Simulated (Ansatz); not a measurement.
**Property card for GeSb4Te7**

Method: DFT r2SCAN, scalar-relativistic, plane waves, PAW (Ansatz).

Plane waves to 500 eV, a k mesh through Γ of 6×6×2 on the computed 12-atom cell and Gaussian smearing (0.02 eV); no spin polarisation.

The structure is relaxed at this level of theory with its symmetry kept. Whether it is the stable form of this composition wasn't checked.

```cif
data_structure
_symmetry_space_group_name_H-M 'P 1'
_symmetry_Int_Tables_number 1
_cell_length_a 4.2869
_cell_length_b 4.2869
_cell_length_c 24.8799
_cell_angle_alpha 90.000
_cell_angle_beta 90.000
_cell_angle_gamma 120.000
_cell_volume 395.97
loop_
_atom_site_label
_atom_site_type_symbol
_atom_site_fract_x
_atom_site_fract_y
_atom_site_fract_z
_atom_site_occupancy
Ge1 Ge 0.00000 0.00000 0.50000 1
Sb1 Sb 0.66667 0.33333 0.91997 1
Sb2 Sb 0.33333 0.66667 0.35110 1
Sb3 Sb 0.33333 0.66667 0.08003 1
Sb4 Sb 0.66667 0.33333 0.64890 1
Te1 Te 0.33333 0.66667 0.85161 1
Te2 Te 0.66667 0.33333 0.14839 1
Te3 Te 0.00000 0.00000 0.71676 1
Te4 Te 0.66667 0.33333 0.43227 1
Te5 Te 0.33333 0.66667 0.56773 1
Te6 Te 0.00000 0.00000 0.00000 1
Te7 Te 0.00000 0.00000 0.28324 1
```

```json
{
  "Space group": "P-3m1 (No. 164)",
  "Volume per atom": "33.00 Å³",
  "Formation energy from the elements' standard states (uncorrected)": "-0.115 eV/atom",
  "Generalised Kohn–Sham band gap": "0.55 eV, indirect from A to (-0.070, 0.000, 0.253)",
  "Löwdin character of the top 1 eV of the valence band": "Te 5p 77 %, Sb 5s 11 %",
  "Löwdin character of the lowest 1 eV of the conduction band": "Sb 5p 46 %, Te 5p 32 %, Ge 4p 11 %, unprojected 5 %",
  "Electron masses at the edge by Cartesian direction of the standard setting (m_e; degenerate bands sorted by energy; no spin-orbit coupling)": "x: 0.094; y: 0.10; z: 0.31",
  "Hole masses at the edge by Cartesian direction of the standard setting (m_e; degenerate bands sorted by energy; no spin-orbit coupling)": "x: 0.21; y: 0.21; z: 0.44"
}
```

Spin-orbit coupling is left out, which matters for the bands of heavy elements. Each cell of GeSb4Te7 holds layers, and where no dispersion correction was added their binding is poorly described.